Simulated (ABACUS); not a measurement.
Br under changes of volume

One of the cells (31.676 Å³/atom); the others are scaled copies at fixed shape and fractional positions:

```
Br
1.0
    -1.28677    1.72000    3.57799
     1.28677   -1.72000    3.57799
     1.28677    1.72000   -3.57799
Br
1
Cartesian
  0.0000 0.0000 0.0000
```

* Program: ABACUS 3.10.1
* Functional: PBE
* Potentials or basis: PseudoDojo NC SR 0.4.1 PBE standard
* Cutoff: 639 eV
* Density cutoff: 2558 eV
* Basis: plane waves
* k mesh: 13 × 13 × 13
* Occupations: fermi-dirac, width 0.05 eV
* Spin: no spin polarisation

| volume (Å³/atom) | energy over the lowest point (meV/atom) | pressure (GPa) |
| --- | --- | --- |
| 29.775 | ? | ? |
| 30.409 | 17.74 | 2.6 |
| 31.042 | 9.14 | 1.8 |
| 31.676 | 3.53 | 1.1 |
| 32.309 | 0.58 | 0.5 |
| 32.943 | 0.00 | -0.1 |
| 33.576 | 1.53 | -0.6 |

What does the run at 29.775 Å³/atom give?

Energy over the lowest point 29.71 meV/atom; pressure 3.5 GPa.

Worked out: A Birch-Murnaghan fit of order 3 (a polynomial in V^(-2/3)) to the other rows has its minimum at 32.79 Å³/atom with B0 = V·E''(V) = 28 GPa and B' = 5.0 at fixed shape and positions, which overstates the stiffness. It gives 29.72 meV/atom at 29.775 Å³/atom, against the run's 29.71, and -dE/dV = 3.5 GPa, against 3.5.

Energies are extrapolated to zero smearing.

Caveats: an odd number of electrons without spin polarisation forces a metal; a magnetic or distorted state may lie lower.
